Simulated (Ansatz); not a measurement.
**Strain response of SiO2**

The calculation used DFT r2SCAN, scalar-relativistic, plane waves, PAW in Ansatz. Run with 500 eV cutoff, 6×6×4 k-mesh, Gaussian smearing of 0.02 eV, no spin polarisation.

Starting point, cell and atoms relaxed:

```yaml
crystal:
  lattice:
    - [4.94878, 0.00000, 0.00000]
    - [0.00000, 4.94878, 0.00000]
    - [0.00000, 0.00000, 7.31785]
  atoms:
    - { symbol: Si, position: [0.00000, 0.00000, 0.00000] }
    - { symbol: Si, position: [0.00000, 0.50000, 0.25000] }
    - { symbol: Si, position: [0.50000, 0.50000, 0.50000] }
    - { symbol: Si, position: [0.50000, 0.00000, 0.75000] }
    - { symbol: O, position: [0.09746, 0.25000, 0.12500] }
    - { symbol: O, position: [0.25000, 0.59746, 0.37500] }
    - { symbol: O, position: [0.75000, 0.40254, 0.37500] }
    - { symbol: O, position: [0.90254, 0.75000, 0.12500] }
    - { symbol: O, position: [0.59746, 0.75000, 0.62500] }
    - { symbol: O, position: [0.75000, 0.09746, 0.87500] }
    - { symbol: O, position: [0.25000, 0.90254, 0.87500] }
    - { symbol: O, position: [0.40254, 0.25000, 0.62500] }
```

Deformation: biaxial strain in the a-b plane, with the length and tilt of c and the atoms relaxed, all within the symmetry that the strain leaves. Energies are extrapolated to zero smearing. Gaps are generalised Kohn–Sham gaps over the whole zone.

Task: Give the structure at +1.5 %.

Result:
```yaml
crystal:
  lattice:
    - [5.02301, 0.00000, 0.00000]
    - [0.00000, 5.02301, 0.00000]
    - [0.00000, 0.00000, 7.27583]
  atoms:
    - { symbol: Si, position: [0.00000, 0.00000, 0.00000] }
    - { symbol: Si, position: [0.00000, 0.50000, 0.25000] }
    - { symbol: Si, position: [0.50000, 0.50000, 0.50000] }
    - { symbol: Si, position: [0.50000, 0.00000, 0.75000] }
    - { symbol: O, position: [0.08806, 0.25000, 0.12500] }
    - { symbol: O, position: [0.25000, 0.58806, 0.37500] }
    - { symbol: O, position: [0.75000, 0.41194, 0.37500] }
    - { symbol: O, position: [0.91194, 0.75000, 0.12500] }
    - { symbol: O, position: [0.58806, 0.75000, 0.62500] }
    - { symbol: O, position: [0.75000, 0.08806, 0.87500] }
    - { symbol: O, position: [0.25000, 0.91194, 0.87500] }
    - { symbol: O, position: [0.41194, 0.25000, 0.62500] }
```
Space group I-42d (122), 0.9 meV/atom over the relaxed crystal.

This form isn't the usual stable structure of the compound.